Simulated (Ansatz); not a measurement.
# PbS: strain and displacement

```
CELL_PARAMETERS angstrom
0.00000 2.96500 2.96500
2.96500 0.00000 2.96500
2.96500 2.96500 0.00000
ATOMIC_POSITIONS crystal
Pb 0.00000 0.00000 0.00000
S 0.50000 0.50000 0.50000
```

Atom numbers follow the list: Pb1, S2.

The cell is COD entry 9000001, as deposited and not checked against the literature; nothing was relaxed.

Spin–orbit coupling is left out, though it moves levels of the heavy atoms by tenths of an eV or more.

The calculation used Ansatz 0.2.0, DFT, PBE, all-electron LAPW, scalar-relativistic.

Settings: a Γ-centred 8×8×8 k mesh, Fermi–Dirac smearing of 0.01 eV, basis error target 0.5 meV/atom, no spin polarisation.

The unchanged cell is at 2.29 GPa.

x, y and z are the Cartesian axes of the cell as listed; fractional coordinates follow a strain, and an engineering shear is twice the off-diagonal strain component.

Q: One change gave: energy change +4 meV/atom; stress change (xx, yy, zz, yz, xz, xy) -0.01, -0.01, -0.01, 0.55, 0.55, 0.55 GPa, compression positive; gap on the k mesh 0.35 → 0.07 eV. Which change was it?
A. equal xy, yz and zx engineering shear strains of -3 %
B. equal xy, yz and zx engineering shear strains of +2 %
C. equal xy, yz and zx engineering shear strains of +1 %
D. equal xy, yz and zx engineering shear strains of -1 %
E. equal xy, yz and zx engineering shear strains of -2 %
F. equal xy, yz and zx engineering shear strains of +3 %

A: A. For equal xy, yz and zx engineering shear strains of -1 %: energy change under 1 meV/atom; stress change (xx, yy, zz, yz, xz, xy) 0.00, 0.00, 0.00, 0.19, 0.19, 0.19 GPa, compression positive; gap on the k mesh 0.35 → 0.26 eV. For equal xy, yz and zx engineering shear strains of +2 %: energy change +2 meV/atom; stress change (xx, yy, zz, yz, xz, xy) 0.00, 0.00, 0.00, -0.41, -0.41, -0.41 GPa, compression positive; gap on the k mesh 0.35 → 0.17 eV. For equal xy, yz and zx engineering shear strains of -2 %: energy change +2 meV/atom; stress change (xx, yy, zz, yz, xz, xy) 0.00, 0.00, 0.00, 0.37, 0.37, 0.37 GPa, compression positive; gap on the k mesh 0.35 → 0.16 eV. For equal xy, yz and zx engineering shear strains of +1 %: energy change under 1 meV/atom; stress change (xx, yy, zz, yz, xz, xy) 0.00, 0.00, 0.00, -0.20, -0.20, -0.20 GPa, compression positive; gap on the k mesh 0.35 → 0.26 eV. For equal xy, yz and zx engineering shear strains of +3 %: energy change +5 meV/atom; stress change (xx, yy, zz, yz, xz, xy) -0.01, -0.01, -0.01, -0.62, -0.62, -0.62 GPa, compression positive; gap on the k mesh 0.35 → 0.07 eV.
